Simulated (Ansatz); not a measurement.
WC (Fm-3m), one atom moved along a line

Computed with DFT PBE, scalar-relativistic, plane waves, PAW (Ansatz). Cutoff 420 eV, Γ-centred 14×14×14 k-points, Gaussian smearing of 0.15 eV. Spin–orbit coupling is left out, which can shift energies with elements as heavy as these. No spin polarisation. Energies are free energies at this smearing, counted from the undisturbed cell; pressure is positive in compression.

Reference structure (relaxed at this level; this rock-salt form isn't the usual structure):

```xyz
8
Lattice="4.3800 0.0000 0.0000 0.0000 -4.3800 0.0000 0.0000 0.0000 -4.3800" Properties=species:S:1:pos:R:3 pbc="T T T"
W     0.0000    0.0000    0.0000
W     2.1900   -2.1900    0.0000
W     2.1900    0.0000   -2.1900
W     0.0000   -2.1900   -2.1900
C     2.1900    0.0000    0.0000
C     0.0000   -2.1900    0.0000
C     0.0000    0.0000   -2.1900
C     2.1900   -2.1900   -2.1900
```

Atom 1 (W) is moved by x along the Cartesian unit vector (-1.000, 0.000, 0.000); the cell and all other atoms stay fixed. The cell is metallic on the mesh throughout.

x (Å), ΔE (meV/cell) and a bar:
```
  -0.3000      503.7 ##############################
  -0.1500       79.7 #####
   0.0000        0.0
   0.0750       17.1 #
   0.2250      225.0 #############
```

Cost: 5 runs of about 6.3 core-minutes in all, on Arm Neoverse V1 (shared hosts).